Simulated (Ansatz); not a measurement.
A 2-atom cell of AlAs started from a crystallographic database, relaxed with r2SCAN in the PAW code Ansatz: the symmetry is F-43m (No. 216, cubic); conventional cell a = 5.678 Å, 22.88 Å³ an atom. Al is surrounded by 4 As at 2.46 Å; As is surrounded by 4 Al at 2.46 Å. The primitive cell holds 2 atoms in 45.76 Å³. Non-magnetic throughout; all numbers are computed.

Computed values: PBE gives a gap of 1.46 eV and PBE0 (25 % exact exchange) 2.75 eV; one over PBE's mean ε∞ is 0.107. Without spin-orbit coupling PBE's valence top is a threefold level at Γ and the gap is 1.460 eV; with it the level splits into four states above two, Δ₀ = 0.298 eV apart. HSE06+SOC (4×4×4) gives a least gap of 2.00 eV and a least direct gap of 2.81 eV. r2SCAN's ε∞ is 8.21.

Task: What is the density?

Result: The cell holds 1 Al, 1 As: M = 1×26.982 + 1×74.922 = 101.90 u in V = 45.76 Å³. ρ = 1.66054 × M/V = 1.66054 × 101.90/45.76 = 3.698 g/cm³, for the static r2SCAN lattice.

Task: Taking the gap as linear in the share of unscreened exchange, estimate the gap of the hybrid whose share is 1/ε∞.

Result: The slope is (2.75 − 1.46)/0.25 = 5.16 eV per unit share, so E_g ≈ 1.46 + 5.16 × 0.107 = 2.01 eV. The run with that share gives 2.00 eV (6×6×6 mesh), -0.01 eV from the straight line.

Task: If the centre of gravity stays and the conduction band doesn't move, what gap follows with spin-orbit coupling?

Result: The fourfold level rises by Δ₀/3 = 0.099 eV and the twofold one falls by 2Δ₀/3, so E_g ≈ 1.460 − 0.099 = 1.361 eV. The PBE+SOC run gives 1.363 eV, +0.002 eV from the estimate.

Task: At what wavelength does absorption set in by HSE06+SOC, excitons left aside?

Result: λ = 1239.84 eV nm/E: 620 nm for the least gap, where it needs phonons and is weak, and 441 nm for direct transitions. The direct edge lies in the visible range.

Task: What refractive index and reflectivity at normal incidence follow, below the gap and above the phonons?

Result: n = √8.21 = 2.865; R = ((n − 1)/(n + 1))² = (1.865/3.865)² = 23.3 % a face.

Only the levels marked +SOC include spin-orbit coupling.

The meshes of the hybrids are coarse, so their gaps aren't converged to the digits shown.
